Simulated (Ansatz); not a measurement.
**SiO2: pressure coefficient of the gap from its deformation potential**

Computed with DFT LDA, scalar-relativistic, plane waves, PAW (Ansatz 0.2.0). Cutoff 420 eV, mesh 6×6×6 in the first runs.

The relaxed cell is Fddd with a = 4.694 Å, b = 9.397 Å, c = 14.684 Å. An equation of state gives B0 = 123.8 GPa at V0 = 13.495 Å³/atom, and gaps on the k mesh of 5.715 eV at 13.091 Å³/atom, 5.599 eV at 13.495 Å³/atom, 5.435 eV at 13.900 Å³/atom.

Q: Predict dE_g/dP at zero pressure, and compare with cells relaxed under pressure.

A: A parabola in ln V through the three points has the slope a = dE_g/d ln V = -4.70 eV at V0. Since dP = −B d ln V, dE_g/dP = −a/B = 37.9 meV/GPa. Separate runs under pressure gave gaps (over the zone) of 5.461 eV at -3.02 GPa, 5.599 eV at -0.01 GPa, 5.698 eV at 3.04 GPa, a slope of 39.1 meV/GPa at zero. The two routes agree within 1.1 meV/GPa. Compression widens this gap. Pressure coefficients of semilocal functionals are as a rule better than their gaps.

This form isn't the usual stable structure of the compound.